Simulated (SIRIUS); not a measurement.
Runs of SIRIUS 7.12.0 on Al. It takes space group Fm-3m (No. 225, cubic). The conventional cell has a = 4.050 Å, b = 4.050 Å, c = 4.050 Å, α = 90.00°, β = 90.00°, γ = 90.00°. Al (site symmetry m-3m) has 12 Al at 2.86 Å as nearest neighbours. 

```tsv
task	level	potentials or basis	spin	smearing	valence relativity	local orbitals (radial functions)	coordinate units	smallest sphere radius times basis cutoff	reference energy of the basis	gap on the mesh (eV)	V0 of scaled cells (Å³/atom)	B0 (GPa)
equation of state	LDA	all-electron FP-LAPW (Koelling-Harmon valence), apw+lo standard	off	gaussian 0.05 eV	koelling_harmon	Al 12	scaled	7.81	-	-	15.87	84
equation of state	PBE+D3(BJ)	all-electron FP-LAPW, apw+lo standard	off	fermi-dirac 0.05 eV	iora	-	-	-	-	-	15.82	87
single point	PBE	all-electron FP-LAPW, apw+lo standard	off	fermi-dirac 0.01 eV	iora	Al 12	-	7.81	0.25 Ha	none	-	-
equation of state	PBE	all-electron FP-LAPW, apw+lo standard	off	fermi-dirac 0.05 eV	iora	-	-	-	-	-	(a)	79
equation of state	PBE+D4	all-electron FP-LAPW, apw+lo standard	off	fermi-dirac 0.05 eV	iora	-	-	-	-	-	(b)	87
single point	PBE	all-electron FP-LAPW, apw+lo standard	off	fermi-dirac 0.05 eV	iora	Al 12	-	7.81	0.25 Ha	none	-	-
single point	PBE	all-electron FP-LAPW, apw+lo standard	off	fermi-dirac 0.03 eV	iora	Al 12	-	7.81	0.25 Ha	none	-	-
equation of state	PBE+D3	all-electron FP-LAPW, apw+lo standard	off	fermi-dirac 0.05 eV	iora	-	-	-	-	-	16.12	84
single point	PBE	all-electron FP-LAPW, apw+lo standard	off	fermi-dirac 0.3 eV	iora	Al 12	-	7.81	0.25 Ha	none	-	-
```

Alike in all rows: cell as given; k mesh 11 × 11 × 11; cutoff (eV) 158.

Task: Estimate the missing entries.

Result: (a) 16.51; (b) 15.86.

A k mesh can miss the band edges.

A gap of «none» marks a metal or a gap under the smearing width.

Not every run made on this cell is shown here.
